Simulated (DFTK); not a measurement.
Set up this calculation in DFTK 0.8.2, as the native input.

```
Task                         : band structure
Functional                   : PBE
Potentials or basis          : SPMS 1.0 (PBE)
Cutoff                       : 816 eV
k mesh                       : 9 × 9 × 9
Occupations                  : fermi-dirac, width 0.05 eV
Spin                         : no spin polarisation
Valence electrons            : O 6, Sr 10
SCF tolerance on the density : 1e-06
```

The structure of SrO lies in SrO.cif:

```cif
data_SrO
_cell_length_a 3.62929627
_cell_length_b 3.62929627
_cell_length_c 3.62929627
_cell_angle_alpha 60.00000000
_cell_angle_beta 60.00000000
_cell_angle_gamma 60.00000000
_space_group_name_H-M_alt 'P1'
_space_group_name_Hall 'P 1'
_space_group_IT_number 1
loop_
_space_group_symop_operation_xyz
'x,y,z'
loop_
_atom_site_label
_atom_site_type_symbol
_atom_site_symmetry_multiplicity
_atom_site_Wyckoff_symbol
_atom_site_fract_x
_atom_site_fract_y
_atom_site_fract_z
_atom_site_occupancy
Sr1 Sr 1 a 0.5000000000 0.5000000000 0.5000000000 1
O1 O 1 a 0.0000000000 0.0000000000 0.0000000000 1
```

These files were run (other wordings do the same):

run.jl

```julia
using DFTK
using PseudoPotentialData
using Unitful, UnitfulAtomic
using LinearAlgebra, Printf
include("save.jl")
disable_threading()

lines = readlines("SrO.cif")
tag(name) = parse(Float64, split(only(filter(startswith(name), lines)))[2])
a, b, c = tag.(["_cell_length_a", "_cell_length_b", "_cell_length_c"])
α, β, γ = deg2rad.(tag.(["_cell_angle_alpha", "_cell_angle_beta", "_cell_angle_gamma"]))
cx, cy  = cos(β), (cos(α) - cos(β) * cos(γ)) / sin(γ)
lattice = austrip(1u"Å") * [a b*cos(γ) c*cx; 0 b*sin(γ) c*cy; 0 0 c*sqrt(1 - cx^2 - cy^2)]
sites     = split.(lines[findlast(startswith("_atom_site_"), lines)+1:end])
symbols   = [Symbol(s[2]) for s in sites]
positions = [parse.(Float64, s[5:7]) for s in sites]
pseudopotentials = Dict(:O => "O.upf", :Sr => "Sr.upf")
elements = Dict(s => ElementPsp(s, pseudopotentials; rcut=10.0) for s in unique(symbols))
atoms    = [elements[s] for s in symbols]

build_model(lattice, positions; symmetries=true) =
    model_DFT(lattice, atoms, positions;
              functionals=PBE(),
              temperature=austrip(0.05u"eV"),
              smearing=Smearing.FermiDirac(),
              symmetries)
Ecut  = 30.0  # hartree
kgrid = [9, 9, 9]
tol   = 1e-6
to_GPa = ustrip(uconvert(u"GPa", 1u"hartree/bohr^3"))

model = build_model(lattice, positions)
basis = PlaneWaveBasis(model; Ecut, kgrid)
display(basis)
scfres = self_consistent_field(basis;
                               tol,
                               nbandsalg=AdaptiveBands(model; n_bands_converge=13))
display(scfres.energies)
@printf "Fermi level: %.6f eV\n" ustrip(auconvert(u"eV", something(scfres.εF, NaN)))
forces = compute_forces_cart(scfres)
println("Forces (eV/Å)")
for (s, f) in zip(symbols, forces)
    @printf "%-3s %12.6f %12.6f %12.6f\n" s ustrip.(auconvert.(u"eV/Å", f))...
end
stress = compute_stresses_cart(scfres)
println("Stress (GPa)")
display(round.(stress * to_GPa; digits=4))
println("Levels at the first k-point (eV): ", round.(ustrip.(auconvert.(u"eV", scfres.eigenvalues[1][1:scfres.n_bands_converge])); digits=4))
save_scf!(scfres; forces, stress)

points = Dict("G" => [0.0, 0.0, 0.0], "K" => [0.375, 0.375, 0.75], "L" => [0.5, 0.5, 0.5], "U" => [0.625, 0.25, 0.625], "W" => [0.5, 0.25, 0.75], "X" => [0.5, 0.0, 0.5])
segments = [("G", "X", 7), ("X", "W", 4), ("W", "K", 3), ("K", "G", 7), ("G", "L", 6), ("L", "U", 4), ("U", "W", 3), ("W", "L", 5), ("L", "K", 4), ("U", "X", 3)]
kcoords = vcat([[points[a] + t * (points[b] - points[a]) for t in range(0, 1, n)] for (a, b, n) in segments]...)
bands = compute_bands(scfres, ExplicitKpoints(kcoords); n_bands=15, tol=1e-5)
for (k, ε) in zip(bands.basis.kpoints, bands.eigenvalues)
    @printf "%d %8.4f %8.4f %8.4f " k.spin k.coordinate...
    println(join([@sprintf("%9.4f", e) for e in ustrip.(auconvert.(u"eV", ε .- scfres.εF))]))
end
results["band_energies"] = rows(bands.eigenvalues); results["band_kpoints"] = rows(kcoords)
```

Potentials or basis: SPMS 1.0 (PBE).

Launch:

```console
$ julia --threads=1 run.jl  # save.jl only writes the numbers to a file and isn't shown; printed stress counts tension as positive; times include loading and compiling
```

Results of the run:

```
Band gap on the k mesh  : 3.38 eV, indirect (least direct gap 3.47 eV)
Band gap along the path : 3.33 eV, indirect (least direct gap 3.40 eV)
```

Caveat: the cutoff is short for these potentials, so energies and forces aren't converged, fitted volumes are rough and the log's stress (off by 3 to 10 GPa or more in trials) isn't used.

Run time: 90 s on 1 thread of Intel(R) Xeon(R) Platinum 8488C (Sapphire Rapids), with other jobs on the host, peak memory 1.5 GiB.
